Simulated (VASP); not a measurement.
Set up this calculation in VASP 6.6.1, as the native input.

- Task: single point
- Functional: LDA
- Potentials or basis: VASP PAW LDA potentials, release 64 (Nb_sv, H)
- Cutoff: 520 eV
- k mesh: 8 × 8 × 8
- Occupations: fermi-dirac, width 0.02 eV
- Spin: no spin polarisation
- Dipole correction: no
- Further INCAR settings: ALGO = Fast; EDIFF = 1e-06; NBANDS = 14

The structure of NbH2 lies in POSCAR:

```
NbH2
1.0
    0.0000000000      2.2483447608      2.2483447608
    2.2483447608      0.0000000000      2.2483447608
    2.2483447608      2.2483447608      0.0000000000
Nb H
1 2
Direct
    0.0000000000      0.0000000000      0.0000000000
    0.2500000000      0.2500000000      0.2500000000
    0.7500000000      0.7500000000      0.7500000000
```

These files were run (other wordings do the same):

INCAR

```
ALGO     = Fast           # electronic algorithm
EDIFF    = 1E-6           # SCF threshold, eV
ENCUT    = 520            # plane-wave cutoff, eV
ISIF     = 2              # what is computed and relaxed
ISMEAR   = -1             # smearing method
LASPH    = True           # aspherical terms in the spheres
LCHARG   = False          # write CHGCAR
LREAL    = False          # projectors in reciprocal space
LWAVE    = False          # write WAVECAR
NBANDS   = 14             # bands
NELM     = 100            # most SCF steps
PREC     = Accurate       # precision mode
SIGMA    = 0.02           # smearing width, eV
```

KPOINTS

```
k-points
0
Gamma
  8 8 8
```

Potentials or basis: VASP PAW LDA potentials, release 64 (Nb_sv, H).

The run is started by

```bash
$ cat potpaw_LDA.64/Nb_sv/POTCAR potpaw_LDA.64/H/POTCAR > POTCAR
$ mpirun -np 1 vasp_std > vasp.out
```

It gave:

```yaml
Pressure: -0.2 GPa
Band_gap_on_the_k_mesh: none (metal or under the smearing width)
```

It took 9.3 s on 1 thread of Intel(R) Xeon(R) 6975P-C (Granite Rapids) (shared host), peak memory 0.12 GiB.
